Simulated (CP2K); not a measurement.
# Hf (P-1) in CP2K: a series of runs, part 2 of 2

CP2K 2026.2. The steps go on from the part before.

## Step 6: The runs side by side

| level | cutoff of the non-local correlation (Ry) | gap on the mesh (eV) | pressure (GPa) |
| --- | --- | --- | --- |
| PBE | - | none | -3.0 |
| WC | - | none | -6.3 |
| BEEF-vdW | 300 | none | -2.4 |
| vdW-DF2 | 300 | none | 1.5 |

Alike in all rows: task single point; potentials or basis POTENTIAL_UZH Hf GTH-PBE-q12; TZVP-MOLOPT-PBE-GTH basis; no spin polarisation; cell as given; k mesh 11 × 10 × 10; smearing fermi-dirac 0.05 eV.

Caveats: the basis of atomic orbitals isn't converged, which shifts pressures, moduli and gaps; the potentials were made for another functional, which shifts forces and pressure (some runs).

Absolute energies hang on the potentials; compare differences alone.
